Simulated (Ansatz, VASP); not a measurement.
## LiF in VASP and in Ansatz

```
Li F
1.0
     0.00000    2.01400    2.01400
     2.01400    0.00000    2.01400
     2.01400    2.01400    0.00000
Li F
1 1
Direct
  0.00000 0.00000 0.00000
  0.42242 0.42242 0.57758
```

Change from the starting cell: all F atoms moved +0.312 Å, as atom 2 towards its neighbour atom 1 (Li) at 2.014 Å.

Alike in both runs: task single point; functional PBE; k mesh 10 × 10 × 10; occupations gaussian, width 0.05 eV; no spin polarisation.

|  | VASP | Ansatz |
| --- | --- | --- |
| version | VASP 6.6.1 | Ansatz 0.2.0 |
| potentials or method | VASP PAW PBE potentials, release 64 (Li_sv, F) | scalar-relativistic, plane waves, PAW |
| plane-wave cutoff (eV) | 520 | 420 |
| valence electrons in the cell | 10 | 10 |

VASP gave:

| Quantity | Value |
| --- | --- |
| gap on the k mesh at the Fermi level (eV) | 8.94 |
| least direct gap on the mesh (eV) | 8.94 |
| rms of the force components (eV/Å) | 0.637 |

Q: Estimate Ansatz's values.

A: gap on the k mesh at the Fermi level (eV): 8.94; least direct gap on the mesh (eV): 8.94; rms of the force components (eV/Å): 0.603.

Atom by atom the forces differ by 0.034 eV/Å (rms over components).

Caveats: forces of over 1 eV/Å show positions far from the minimum, so gaps and moduli don't describe the material at rest. A k mesh can miss the band edges.
